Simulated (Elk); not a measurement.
**Optical response of BaO**

Aim: the dielectric function of BaO, and the optical constants that follow from it. The cell comes from an older database entry, whose edges can differ from later determinations, mostly by under a per cent.

Main program and level: Elk 11.2.3 (patched build); DFT, PBE, all-electron APW+lo, Dirac cores, scalar-relativistic bands, independent-particle optical response without local fields.

The database entry behind the starting cell differs from later determinations by our own check (about 0.7 % short), so it need not match the best structure at ambient conditions.

### Step 1. Set-up

It takes space group Fm-3m (No. 225, cubic). Conventional cell: a = 5.500 Å, b = 5.500 Å, c = 5.500 Å, α = 90.00°, β = 90.00°, γ = 90.00°. Nearest to Ba lie 6 O at 2.75 Å. Nearest to O lie 6 Ba at 2.75 Å. Farther neighbours and most contacts between anions are not listed.

### Step 2. Ground state

The self-consistent density comes first; it also tells whether there is a gap, which decides the occupations and the need for a Drude term.

This step: DFT, PBE, all-electron APW+lo, Dirac cores, scalar-relativistic bands, ground state (Elk 11.2.3 (patched build)).

elk.in reads:

```
tasks
  0
  120

xctype
  20

nempty
  14

lorbcnd
  .true.

rgkmax
  7.0

swidth
  0.0018375

maxscl
  100

epsengy
  1e-05

sppath
  './'

avec
  0.000000000000 5.196746842721 5.196746842721
  5.196746842721 0.000000000000 5.196746842721
  5.196746842721 5.196746842721 0.000000000000

atoms
  2
  'Ba.in'
  1
  0.000000000000 0.000000000000 0.000000000000   0.000 0.000 0.000
  'O.in'
  1
  0.500000000000 0.500000000000 0.500000000000   0.000 0.000 0.000

ngridk
  11 11 11
```

On the command line:

```sh
$ OMP_NUM_THREADS=4 elk
```

Numbers of over 12 decimals in the logs are rounded to 6 here.

Output:

```text
┌─────────────────────────┐
│ Elk code version 11.2.3 │
└─────────────────────────┘

All units are atomic (Hartree, Bohr, etc.)

┌─────────────────────────────────────────────────┐
│ Ground-state run starting from atomic densities │
└─────────────────────────────────────────────────┘

Lattice vectors :
   0.000000000       5.196746843       5.196746843
   5.196746843       0.000000000       5.196746843
   5.196746843       5.196746843       0.000000000

Reciprocal lattice vectors :
 -0.6045306321      0.6045306321      0.6045306321
  0.6045306321     -0.6045306321      0.6045306321
  0.6045306321      0.6045306321     -0.6045306321

Unit cell volume      :    280.6885379
Brillouin zone volume :   0.8837204943

Muffin-tin inner radius fraction :   0.1000000000E-01

Nuclei treated as point charges

Species : 1 (Ba)
 parameters loaded from : Ba.in
 name : barium
 nuclear charge    :   -56.00000000
 electronic charge :    56.00000000
 atomic mass :    250331.8071
 muffin-tin radius :    2.800000000
 number of radial points in muffin-tin :   1393
 inner part over the whole radius :   0.9950032293E-02
 number on inner part of muffin-tin    :    996
 approximate nuclear radius :   0.9171481901E-04
 number of mesh points to nuclear radius :    504
 atomic positions (lattice), magnetic fields (Cartesian) :
  1 :   0.00000000  0.00000000  0.00000000    0.00000000  0.00000000  0.00000000

Species : 2 (O)
 parameters loaded from : O.in
 name : oxygen
 nuclear charge    :   -8.000000000
 electronic charge :    8.000000000
 atomic mass :    29165.12205
 muffin-tin radius :    1.800000000
 number of radial points in muffin-tin :    593
 inner part over the whole radius :   0.9958443124E-02
 number on inner part of muffin-tin    :    408
 approximate nuclear radius :   0.5115538663E-04
 number of mesh points to nuclear radius :    173
 atomic positions (lattice), magnetic fields (Cartesian) :
  1 :   0.50000000  0.50000000  0.50000000    0.00000000  0.00000000  0.00000000

Total number of atoms per unit cell :    2
Total muffin-tin volume :    116.3813470
 ratio of muffin-tin to unit cell volume :   0.4146280711

Spin treatment :
 spin-unpolarised

Number of Bravais lattice symmetries :   48
Number of crystal symmetries         :   48
Crystal has inversion symmetry
Real symmetric eigensolver will be used

k-point grid :     11    11    11
k-point offset :    0.000000000       0.000000000       0.000000000
k-point set is reduced with full crystal symmetry group
Total number of k-points :       56

Muffin-tin radius times maximum |G+k| :    7.000000000
 using average radius
Maximum |G+k| for APW functions       :    3.043478261
Maximum (1/2)|G+k|²                   :    4.631379962
Maximum |G| for potential and density :    12.00000000
Constant for pseudocharge density :    8
 order of it for each species :   15  15
 order of it for pair densities of each species (exact exchange by exxq0 0: 15) :   14   4
Radial integration step length :    1

G-vector grid sizes :     30    30    30
Number of G-vectors :     8099

Maximum angular momentum used for
 APW functions            :    8
 outer part of muffin-tin :    6
 inner part of muffin-tin :    2

Total nuclear charge    :   -64.00000000
Total core charge       :    38.00000000
Total valence charge    :    26.00000000
Total excess charge     :    0.000000000
Total electronic charge :    64.00000000

Effective Wigner radius, rₛ :    1.015434773

Number of empty states         :     28
Total number of valence states :     42
Total number of core states    :     38

Conduction state local-orbitals added automatically
Third-order local-orbitals added for an l without core states : F
Total number of local-orbitals :    121

Exchange-correlation functional :     20     0     0
 Perdew-Burke-Ernzerhof, Phys. Rev. Lett. 77, 3865 (1996)
 gradient requirement :    1
 generalised gradient approximation (GGA)

Smearing type :    3
 Fermi-Dirac
Smearing width :   0.1837500000E-02
Effective electronic temperature (K) :    580.2366081

Mixing type :    3
 Broyden mixing, J. Phys. A: Math. Gen. 17, L317 (1984)

Kohn-Sham potential initialised from atomic data

┌──────────────────────────────┐
│ Self-consistent loop started │
└──────────────────────────────┘

┌─────────────────┐
│ Loop number : 1 │
└─────────────────┘

Energies :
 Fermi                       :     0.58068539760495E-02
 sum of occupied eigenvalues :     -5051.1879809997
 electron kinetic            :      8763.9666029001
 core electron kinetic       :      8482.0252414267
 Coulomb                     :     -16771.742823080
 Coulomb potential           :     -13539.119906467
 nuclear-nuclear             :     -752.77668173585
 electron-nuclear            :     -18511.774306350
 Hartree                     :      2492.8081650059
 Madelung                    :     -10002.182869846
 xc potential                :     -276.03467743271
 exchange                    :     -203.99160049397
 correlation                 :     -3.324746
 electron entropic           :    -0.40416381664030E-11
 total energy                :     -8215.0925662212

Density of states at Fermi energy :   0.5448271983E-07
 (states/Hartree/unit cell)

Estimated indirect band gap :   0.1807996760
 from k-point 36 to k-point 35
Estimated direct band gap   :   0.1839432535
 at k-point 35

Charges :
 core                        :    38.00000000
 valence                     :    26.00000000
 interstitial                :    2.268589251
 muffin-tins (core leakage)
  species : 1 (Ba)
   atom 1                    :    53.48146357     (  0.5235697792E-05)
  species : 2 (O)
   atom 1                    :    8.249947180     ( -0.2729538275E-06)
 total in muffin-tins        :    61.73141075
 total calculated charge     :    63.99997218
 total charge                :    64.00000000
 error                       :   0.2781545558E-04

┌─────────────────┐
│ Loop number : 2 │
└─────────────────┘

Energies :
 Fermi                       :     0.10345818505069E-01
 sum of occupied eigenvalues :     -5051.1349831497
 electron kinetic            :      8763.8794053316
 core electron kinetic       :      8481.9688926127
 Coulomb                     :     -16771.736581186
 Coulomb potential           :     -13539.047495198
 nuclear-nuclear             :     -752.77668173585
 electron-nuclear            :     -18511.830703592
 Hartree                     :      2492.8708041419
 Madelung                    :     -10002.212833587
 xc potential                :     -275.96689328321
 exchange                    :     -203.98194051775
 correlation                 :     -3.324868
 electron entropic           :    -0.40400688241613E-11
 total energy                :     -8215.1639844744

Density of states at Fermi energy :   0.5447700282E-07
 (states/Hartree/unit cell)

Estimated indirect band gap :   0.1774661351
 from k-point 36 to k-point 35
Estimated direct band gap   :   0.1806185577
 at k-point 35

Charges :
 core                        :    38.00000000
 valence                     :    26.00000000
 interstitial                :    2.278762125
 muffin-tins (core leakage)
  species : 1 (Ba)
   atom 1                    :    53.48831010     (  0.5230977067E-05)
  species : 2 (O)
   atom 1                    :    8.232927774     ( -0.2729328887E-06)
 total in muffin-tins        :    61.72123788
 total calculated charge     :    63.99997387
 total charge                :    64.00000000
 error                       :   0.2613443945E-04

RMS change in Kohn-Sham potential (target) :    1.070831263     (  0.1000000000E-05)
Absolute change in total energy (target)   :   0.7141825323E-01 (  0.1000000000E-04)

[... 15 loops left out ...]

┌──────────────────┐
│ Loop number : 18 │
└──────────────────┘

Energies :
 Fermi                       :     0.265508
 sum of occupied eigenvalues :     -5042.2987779728
 electron kinetic            :      8763.4518464843
 core electron kinetic       :      8481.7021593733
 Coulomb                     :     -16771.181130638
 Coulomb potential           :     -13535.595792543
 nuclear-nuclear             :     -752.77668173585
 electron-nuclear            :     -18513.916792493
 Hartree                     :      2495.5123435903
 Madelung                    :     -10003.383234367
 xc potential                :     -270.15483191456
 exchange                    :     -203.66975676176
 correlation                 :     -3.331031
 electron entropic           :    -0.43993295858525E-11
 total energy                :     -8214.7300714316

Density of states at Fermi energy :   0.6001065848E-07
 (states/Hartree/unit cell)

Estimated indirect band gap :   0.7515636461E-01
 from k-point 36 to k-point 35
Estimated direct band gap   :   0.7866470547E-01
 at k-point 35

Charges :
 core                        :    38.00000000
 valence                     :    26.00000000
 interstitial                :    2.615615192
 muffin-tins (core leakage)
  species : 1 (Ba)
   atom 1                    :    53.78323840     (  0.5104364504E-05)
  species : 2 (O)
   atom 1                    :    7.601146410     ( -0.2725915778E-06)
 total in muffin-tins        :    61.38438481
 total calculated charge     :    64.00000465
 total charge                :    64.00000000
 error                       :   0.4647806463E-05

RMS change in Kohn-Sham potential (target) :   0.3254232829E-07 (  0.1000000000E-05)
Absolute change in total energy (target)   :   0.3840825229E-05 (  0.1000000000E-04)

Convergence targets achieved

┌──────────────────┐
│ Loop number : 19 │
└──────────────────┘

Energies :
 Fermi                       :     0.265508
 sum of occupied eigenvalues :     -5042.2987777839
 electron kinetic            :      8763.4518467378
 core electron kinetic       :      8481.7021596083
 Coulomb                     :     -16771.181130868
 Coulomb potential           :     -13535.595792660
 nuclear-nuclear             :     -752.77668173585
 electron-nuclear            :     -18513.916792747
 Hartree                     :      2495.5123436152
 Madelung                    :     -10003.383234538
 xc potential                :     -270.15483186152
 exchange                    :     -203.66975675213
 correlation                 :     -3.331031
 electron entropic           :    -0.43993311687094E-11
 total energy                :     -8214.7300713990

Density of states at Fermi energy :   0.6001068077E-07
 (states/Hartree/unit cell)

Estimated indirect band gap :   0.7515635019E-01
 from k-point 36 to k-point 35
Estimated direct band gap   :   0.7866469097E-01
 at k-point 35

Charges :
 core                        :    38.00000000
 valence                     :    26.00000000
 interstitial                :    2.615615212
 muffin-tins (core leakage)
  species : 1 (Ba)
   atom 1                    :    53.78323840     (  0.5104364639E-05)
  species : 2 (O)
   atom 1                    :    7.601146391     ( -0.2725917043E-06)
 total in muffin-tins        :    61.38438479
 total calculated charge     :    64.00000465
 total charge                :    64.00000000
 error                       :   0.4647772343E-05

┌──────────────────────────────┐
│ Self-consistent loop stopped │
└──────────────────────────────┘

Wrote STATE.OUT
```

It took 12 s on 4 threads of Arm Neoverse V2, shared host; peak memory 0.12 GiB; 35 s of CPU time.

This step gave:

- total energy: -8215 Ha
- Fermi energy: 7.225 eV
- DOS at the Fermi level: 2.21e-9 states/eV/cell
- gap on the k-mesh: 2.045 eV
- direct gap on the mesh: 2.141 eV

There is a gap, 2.05 eV on this mesh (points off the mesh can give less), so no carriers' term is needed.

### Step 3. Independent particles

The spectrum is a sum over vertical transitions between filled and empty bands at the fixed density, so many empty bands are needed.

This step: DFT, PBE, all-electron APW+lo, Dirac cores, scalar-relativistic bands, independent-particle optical response without local fields (Elk 11.2.3 (patched build)).

Edit elk.in of step 2 so:

```diff
@@ -1,4 +1,6 @@
 tasks
-  0
-  120
+  121
+
+optcomp
+  1 1
 
@@ -17,9 +19,7 @@
 swidth
-  0.0018375
+  0.0036749
 
-maxscl
-  100
-
-epsengy
-  1e-05
+wplot
+  400 100 0
+  0.0 0.80849
```

On the command line:

```sh
$ OMP_NUM_THREADS=4 elk
```

Output:

```text
┌─────────────────────────────────┐
│ Elk code version 11.2.3 started │
└─────────────────────────────────┘

Info(readinput): the functional depends on the density's gradient
 muffin-tin radial points multiplied by    2.00000
 (not where nrmtscf is given)

┌────────────────────┐
│ Current task : 121 │
└────────────────────┘

Info(dielectric):
 dielectric tensor written to EPSILON_ij.OUT
 optical conductivity written to SIGMA_ij.OUT
 for components
  i = 1, j = 1

┌──────────────────┐
│ Elk code stopped │
└──────────────────┘
```

Elapsed: 2 s, on 4 threads; peak memory 0.03 GiB.

Numbers from this step:

| Quantity | Value |
| --- | --- |
| electronic dielectric constant ε∞, mean over x, y and z (by symmetry where fewer were run) | 4.301 |
| main peak of Im epsilon, first axis | 7.977 eV |

The Im ε, E ∥ x has structure finer than the step of the table below, so its rows give means over 0.5 eV, whole bins alone (the curve runs from 0 to 21.9 eV). Peaks (eV: height): 6.77: 5.43, 7.98: 6.42, 8.53: 5.08, 14.74: 3.01, 16.45: 3.39, 18.48: 3.43, 20.13: 2.54.

Values under the direct gap are tails of Lorentzian lines. Im ε, E ∥ x against photon energy; means over each step:

| photon energy (eV) | Im ε, E ∥ x |
| --- | --- |
| 0.5 | 0.00794 |
| 1.0 | 0.0177 |
| 1.5 | 0.0337 |
| 2.0 | 0.101 |
| 2.5 | 0.540 |
| 3.0 | 0.728 |
| 3.5 | 0.802 |
| 4.0 | 1.05 |
| 4.5 | 1.27 |
| 5.0 | 1.71 |
| 5.5 | 2.28 |
| 6.0 | 3.13 |
| 6.5 | 4.45 |
| 7.0 | 4.51 |
| 7.5 | 5.46 |
| 8.0 | 5.62 |
| 8.5 | 4.43 |
| 9.0 | 3.87 |
| 9.5 | 2.80 |
| 10.0 | 2.06 |
| 10.5 | 1.79 |
| 11.0 | 1.86 |
| 11.5 | 1.42 |
| 12.0 | 0.966 |
| 12.5 | 0.822 |
| 13.0 | 1.27 |
| 13.5 | 1.82 |
| 14.0 | 2.54 |
| 14.5 | 2.95 |
| 15.0 | 2.83 |
| 15.5 | 2.63 |
| 16.0 | 2.10 |
| 16.5 | 2.91 |
| 17.0 | 2.42 |
| 17.5 | 2.35 |
| 18.0 | 2.74 |
| 18.5 | 3.16 |
| 19.0 | 2.33 |
| 19.5 | 1.79 |
| 20.0 | 2.15 |
| 20.5 | 1.74 |
| 21.0 | 1.49 |
| 21.5 | 1.57 |

Table of Re ε, E ∥ x by photon energy:

| photon energy (eV) | Re ε, E ∥ x |
| --- | --- |
| 0 | 4.30 |
| 1 | 4.38 |
| 2 | 4.75 |
| 3 | 4.98 |
| 4 | 5.00 |
| 5 | 5.61 |
| 6 | 5.91 |
| 7 | 3.85 |
| 8 | 1.51 |
| 9 | 0.398 |
| 10 | 0.00189 |
| 11 | 0.888 |
| 12 | 1.16 |
| 13 | 2.66 |
| 14 | 2.38 |
| 15 | 1.18 |
| 16 | 1.02 |
| 17 | 1.07 |
| 18 | 0.694 |
| 19 | -0.629 |
| 20 | 0.238 |
| 21 | -0.202 |

The loss function −Im 1/ε at q → 0, E ∥ x has structure finer than the step of the table below, so its rows give means over 1 eV, whole bins alone (the curve runs from 0 to 21.9 eV). Peaks (eV: height): 10.1: 0.602, 11.7: 0.627, 16.0: 0.425, 16.8: 0.430, 19.7: 0.592, 20.8: 0.709.

Values under the direct gap are tails of Lorentzian lines. Loss function −Im 1/ε at q → 0, E ∥ x against energy loss; means over each step:

| energy loss (eV) | loss function −Im 1/ε at q → 0, E ∥ x |
| --- | --- |
| 1 | 9.5e-4 |
| 2 | 0.00602 |
| 3 | 0.0318 |
| 4 | 0.0349 |
| 5 | 0.0549 |
| 6 | 0.0724 |
| 7 | 0.117 |
| 8 | 0.168 |
| 9 | 0.263 |
| 10 | 0.457 |
| 11 | 0.472 |
| 12 | 0.433 |
| 13 | 0.173 |
| 14 | 0.206 |
| 15 | 0.293 |
| 16 | 0.330 |
| 17 | 0.373 |
| 18 | 0.327 |
| 19 | 0.421 |
| 20 | 0.486 |
| 21 | 0.610 |

Table of refractive index n and extinction k by photon energy:

| photon energy (eV) | n | k |
| --- | --- | --- |
| 0 | 2.07 | 0 |
| 1 | 2.09 | 0.00417 |
| 2 | 2.18 | 0.0184 |
| 3 | 2.24 | 0.134 |
| 4 | 2.25 | 0.287 |
| 5 | 2.39 | 0.322 |
| 6 | 2.53 | 0.717 |
| 7 | 2.18 | 0.959 |
| 8 | 1.99 | 1.57 |
| 9 | 1.47 | 1.32 |
| 10 | 0.949 | 0.947 |
| 11 | 1.23 | 0.793 |
| 12 | 1.15 | 0.396 |
| 13 | 1.67 | 0.364 |
| 14 | 1.71 | 0.743 |
| 15 | 1.44 | 0.949 |
| 16 | 1.26 | 0.751 |
| 17 | 1.37 | 0.905 |
| 18 | 1.28 | 0.973 |
| 19 | 0.994 | 1.27 |
| 20 | 1.11 | 1.000 |
| 21 | 0.805 | 0.922 |

The reflectivity at normal incidence, E ∥ x has structure finer than the step of the table below, so its rows give means over 1 eV, whole bins alone (the curve runs from 0 to 21.9 eV). Peaks (eV: height): 6.8: 25.2, 8.1: 31.2, 9.4: 28.3, 9.9: 22.7, 16.5: 20.6, 19.1: 31.2, 20.6: 32.4.

Table of reflectivity at normal incidence, E ∥ x by photon energy; means over each step:

photon energy (eV), reflectivity at normal incidence, E ∥ x (%) and a bar from the least value:
```
        1       12.5 ##########
        2       13.8 ############
        3       14.5 #############
        4       15.3 ##############
        5       17.7 #################
        6       20.7 #####################
        7       22.9 ########################
        8       27.0 ##############################
        9       26.0 #############################
       10       17.1 ################
       11       11.4 #########
       12        5.0 
       13        7.2 ###
       14       13.4 ###########
       15       15.9 ###############
       16       14.6 #############
       17       16.5 ################
       18       18.0 ##################
       19       26.8 ##############################
       20       23.4 #########################
       21       25.6 ############################
```

Optical constants at common wavelengths, from n + ik = √ε:

| wavelength (nm) | n | k | R (%) | 1/α |
| --- | --- | --- | --- | --- |
| 1550 | 2.09 | 0.003 | 12.4 | 39 µm |
| 1064 | 2.10 | 0.005 | 12.6 | 17 µm |
| 800 | 2.13 | 0.008 | 13.0 | 7.7 µm |
| 450 | 2.19 | 0.214 | 14.3 | 167 nm |
| 365 | 2.20 | 0.206 | 14.4 | 141 nm |
| 248 | 2.39 | 0.322 | 17.5 | 61 nm |
| 193 | 2.52 | 0.871 | 23.4 | 18 nm |

Below the direct gap, k and the depth come from the tails of the Lorentzian lines, not from transitions.

Rows near the edge hang on the gap, which this functional as a rule makes too small, and phonon-assisted absorption is left out.

### Step 4. Outcome

- electronic dielectric constant ε∞, mean over x, y and z (by symmetry where fewer were run) (independent particles): 4.30
- main peak of Im epsilon, first axis: 7.98 eV

In words: At this level (PBE, independent particles) BaO has ε∞ = 4.30 and n = 2.09 at 1550 nm, and Im ε peaks at 8.0 eV. On the mesh the gap is 2.05 eV and the least direct gap 2.14 eV, so on this mesh the band edges lie at different points. Distinct maxima of Im ε, read by a parabola through the highest points, lie at 6.77 eV (5.4), 7.63 eV (6.3), 7.98 eV (6.4) and 8.51 eV (5.1). Excitons and phonon-assisted transitions are missing, and so are local fields; PBE gaps are as a rule too small, which pulls the onset down and ε∞ up. Spin-orbit coupling is left out although heavy atoms are present. The sum runs over mesh points, so small or evenly spaced maxima can still be ripples of the mesh.

[Machine, clock and banner lines and Python warnings are left out of the logs.]

[Logs are printed without paths, hosts, clocks, repeated set-up lines and the standing remarks that a program may print on its own settings, such as how far it seeks lower states.]

[Hosts, paths, dates, database ids (printed as entryN), source tags and the programs' standing remarks are cut or masked in the printed files.]
